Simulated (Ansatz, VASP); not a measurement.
# Two plane-wave programs on In3P2

```
CELL_PARAMETERS angstrom
6.14370 -1.96846 -0.53509
6.14370 1.96846 -0.53509
-0.55736 0.00000 5.41330
ATOMIC_POSITIONS crystal
In 0.03739 0.03739 0.10452
In 0.35980 0.35980 0.28180
In 0.75310 0.75310 0.72339
P 0.40826 0.40826 0.78230
P 0.69942 0.69942 0.19939
```

Alike in both runs: functional PBE; k mesh 10 × 10 × 8; occupations gaussian, width 0.1 eV; no spin polarisation.

Ansatz relaxed the structure, and its values are those at the end. VASP's run is a single point on that final structure, the one shown.

|  | VASP | Ansatz |
| --- | --- | --- |
| version | VASP 6.6.1 | Ansatz 0.2.0 |
| potentials or method | VASP PAW PBE potentials, release 64 (In_d, P) | scalar-relativistic, plane waves, PAW |
| plane-wave cutoff (eV) | 520 | 420 |
| valence electrons in the cell | 49 | 49 |

|  | VASP | Ansatz | Ansatz less VASP |
| --- | --- | --- | --- |
| gap on the k mesh at the Fermi level (eV) | none | none | - |
| pressure (GPa) | 0.0 | 0.0 | +0.03 |
| rms of the force components (eV/Å) | 0.004 | 0.003 | -0.0006 |

A gap of «none» marks a metal or a gap that the smearing closes.
